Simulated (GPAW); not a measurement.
**InAs: single point with PBE**

**Measured values to compare with.**

From a printed reference work, data compilation, for a bulk crystal of InAs at 4.2 K: band gap 0.418 eV (direct).

InAs:

```xyz
2
Lattice="0.0000 3.0180 3.0180 3.0180 0.0000 3.0180 3.0180 3.0180 0.0000" Properties=species:S:1:pos:R:3 pbc="T T T"
In    0.0000    0.0000    0.0000
As    4.5270    4.5270    4.5270
```

```yaml
Program: GPAW 26.7.0
Task: single point
Functional: PBE
Potentials_or_basis: GPAW PAW data sets (gpaw-data 1.2.1)
Cutoff: 600 eV
Basis: pw
k_mesh: 8 × 8 × 8
Occupations: gaussian, width 0.015 eV
Spin: no spin polarisation
```

| Quantity | Value |
| --- | --- |
| Pressure | 4.0 GPa |
| Band gap on the k mesh | none (metal or under the smearing width) |

Levels at points of the mesh, in eV from the Fermi level:
| k point | band 7 | band 8 | band 9 | band 10 | band 11 | band 12 |
| --- | --- | --- | --- | --- | --- | --- |
| (0.00, 0.00, 0.00) | -0.16 | 0.00 | 0.00 | 0.00 | 3.89 | 3.89 |
| (0.50, 0.50, 0.00) | -5.86 | -2.36 | -2.36 | 1.53 | 2.07 | 9.22 |
| (0.50, 0.50, 0.50) | -5.80 | -1.01 | -1.01 | 0.97 | 4.67 | 4.67 |

It took 25 s on 1 thread of Arm Neoverse N1, with other jobs on the host, peak memory 0.17 GiB.

Against the measured gap of InAs, 0.418 eV (direct; 4.2 K; a printed reference work, data compilation), the calculated 0.00 eV is off by -0.42 eV. Spin-orbit coupling on As, In is left out. The value is that of PBE on a finite k mesh, which can miss the band edges, without temperature or zero-point motion. Semilocal functionals fall short of measured gaps as a rule.

Caveat: this crystal is a semiconductor, whose small gap the functional closes, so the metal is an error of the method.
